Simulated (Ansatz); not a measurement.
# Rutile GeO₂

These are LDA (plane waves, PAW; Ansatz, an electronic-structure program) values and carry that method's errors.

Run with plane-wave cutoff 500 eV, 8×8×10 k mesh (along the axes of the cell as run), gaussian smearing 0.02 eV, scalar-relativistic PAW data made under PBE.

Cell (relaxed at this level):

Space group P4₂/mnm (No. 136); a = 4.379 Å, b = 4.379 Å, c = 2.865 Å, α = 90.00°, β = 90.00°, γ = 90.00°

```json
[
 {"atom": "Ge", "site": "2a", "symmetry": "m.mm", "x": "0.0000", "y": "0.0000", "z": "0.0000"},
 {"atom": "O", "site": "4f", "symmetry": "m.2m", "x": "0.3058", "y": "0.3058", "z": "0.0000"}
]
```

| Item | Value |
|---|---|
| band gap | 1.91 eV (on the SCF k mesh) |

Measured, for comparison: band gap 4.68 eV (temperature not stated, not corrected to a static lattice, direct (forbidden), UV absorption; as tabulated in Mengle et al. (2019), arXiv:1905.10301).

Spin–orbit coupling is not included.

The result took about 70 core-seconds (a rough figure).
